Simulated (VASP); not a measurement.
SiC, 4 atoms in the cell. The structure is orthorhombic, space group Pmma (No. 51). Conventional cell: a = 2.577 Å, b = 3.357 Å, c = 4.941 Å, α = 90.00°, β = 90.00°, γ = 90.00°. C (site symmetry mm2) has 2 C at 1.55 Å as nearest neighbours. Si (site symmetry mm2) is surrounded by 2 C at 1.96 Å. The cell was built by a generator and needn't be a form met in nature.

| Quantity | Value |
| --- | --- |
| Program | VASP 6.6.1 |
| Task | single point |
| Functional | LDA |
| Potentials or basis | VASP PAW LDA potentials, release 64 (C, Si) |
| Cutoff | 520 eV |
| k mesh | 6 × 6 × 4 |
| Occupations | fermi-dirac, width 0.02 eV |
| Spin | no spin polarisation |
| Dipole correction | no |
| Further INCAR settings | ALGO = Normal; EDIFF = 1e-07; NBANDS = 16 |

Potentials or basis: VASP PAW LDA potentials, release 64 (C, Si).

Run with:

```sh
$ cat potpaw_LDA.64/C/POTCAR potpaw_LDA.64/Si/POTCAR > POTCAR
$ mpirun -np 1 vasp_std > vasp.out
```

Hardware: 1 thread of Intel(R) Xeon(R) 6975P-C (Granite Rapids), with other jobs on the host.

Task: Estimate the wall time of this run.

Result: It took 19 s on 1 thread of Intel(R) Xeon(R) 6975P-C (Granite Rapids) (shared host), peak memory 0.14 GiB. Counts: scf iterations 13, k points 48.
